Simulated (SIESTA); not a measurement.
Crystal: B.

```
B
1.0
     2.34611    0.00000    0.00000
     0.00000    2.34611    0.00000
     0.00000    0.00000    1.58579
B
1
Direct
  0.50000 0.50000 0.50000
```

The cell was built by a generator and needn't be a form met in nature.

```yaml
Program: SIESTA 5.4.2
Task: relaxation of cell and atoms
Functional: vdW-DF2
Potentials_or_basis: PseudoDojo 0.4 standard (PBE files)
Basis: DZP (energy shift 0.003 Ry)
Grid_cutoff: 500 Ry
Energy_shift: 0.003 Ry
k_mesh: 11 × 11 × 16
Occupations: fermi-dirac, width 0.05 eV
Spin: no spin polarisation
```

At the start: pressure 10.5 GPa; volume 8.73 Å³/atom.

How do energy, volume and symmetry change on relaxing?

Over 20 steps the energy falls by 65.7 meV/atom and the volume is 10.96 Å³/atom (+25.6 %); space group P4/mmm (No. 123, to 0.05 Å).

The path:
```csv
step,energy change (eV),largest force (eV/Å),pressure (GPa),volume (Å³)
1,0.0000,0.0000,10.47,8.73
2,-0.0185,0.0000,6.91,9.01
3,-0.0388,0.0000,2.62,9.43
4,-0.0485,0.0000,-1.28,9.86
5,-0.0494,0.0000,-4.52,10.31
6,-0.0498,0.0000,-3.73,10.19
7,-0.0627,0.0000,0.84,10.40
8,-0.0569,0.0000,5.86,10.59
9,-0.0627,0.0000,1.55,10.42
10,-0.0648,0.0000,-0.47,10.85
11,-0.0640,0.0000,-2.32,11.28
12,-0.0649,0.0000,-0.70,10.90
13,-0.0635,0.0000,0.27,11.22
14,-0.0655,0.0000,-0.45,10.97
15,-0.0653,0.0000,0.68,10.86
16,-0.0655,0.0000,-0.04,10.93
17,-0.0657,0.0000,0.16,10.95
18,-0.0656,0.0000,0.11,10.94
19,-0.0657,0.0000,-0.07,10.97
20,-0.0657,0.0000,0.00,10.96
```

Final structure:
```yaml
crystal:
  lattice:
    - [2.62491, 0.00000, 0.00000]
    - [0.00000, 2.62491, 0.00000]
    - [0.00000, 0.00000, 1.59084]
  atoms:
    - { symbol: B, position: [0.50000, 0.50000, 0.50000] }
```

Caveat: the volume moved by over 15 % at a fixed basis, so the end points are rough; the potentials were made for another functional, which shifts forces and pressure; the basis of atomic orbitals isn't converged, which shifts pressures, moduli and gaps.
